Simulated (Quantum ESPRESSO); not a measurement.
**PbS: single point with PBE**

The system is PbS.

```xyz
2
Lattice="3.6537 0.0000 0.0000 0.0000 3.6537 0.0000 0.0000 0.0000 3.6537" Properties=species:S:1:pos:R:3 pbc="T T T"
Pb    0.0000    0.0000    0.0000
S     1.8268    1.8268    1.8268
```

Measurements of this composition are mostly on another form, of space group No. 225.

* Program: Quantum ESPRESSO 7.5
* Task: single point
* Functional: PBE
* Potentials or basis: SG15 PBE 1.2
* Cutoff: 762 eV
* Density cutoff: 3048 eV
* k mesh: 6 × 6 × 6
* Occupations: fermi-dirac, width 0.05 eV
* Spin: no spin polarisation

```yaml
Pressure: 0.0 GPa
Band_gap_on_the_k_mesh: none (metal or under the smearing width)
```

Levels at points of the mesh, in eV from the Fermi level:
| k point | band 6 | band 7 | band 8 | band 9 | band 10 | band 11 | band 12 | band 13 | band 14 | band 15 |
| --- | --- | --- | --- | --- | --- | --- | --- | --- | --- | --- |
| (0.00, 0.00, 0.00) | -13.17 | -6.79 | -1.63 | -1.63 | -1.63 | 5.47 | 5.47 | 6.46 | 6.46 | 6.46 |
| (0.00, 0.00, -0.50) | -11.88 | -9.05 | -0.51 | -0.51 | -0.16 | 0.27 | 3.89 | 3.89 | 6.70 | 9.23 |
| (0.00, -0.50, -0.50) | -11.12 | -7.32 | -4.47 | -4.47 | -0.32 | 4.14 | 4.14 | 5.85 | 7.18 | 9.47 |
| (-0.50, -0.50, -0.50) | -10.89 | -6.03 | -2.41 | -2.41 | -2.41 | -0.51 | -0.51 | -0.51 | 13.68 | 13.68 |

Wall time 7.5 s on 4 MPI ranks on Intel(R) Xeon(R) Platinum 8259CL CPU @ 2.50GHz (Skylake/Cascade Lake) (shared host), peak memory 0.24 GiB a rank.

The run has no spin-orbit coupling, so splittings on Pb are missing.
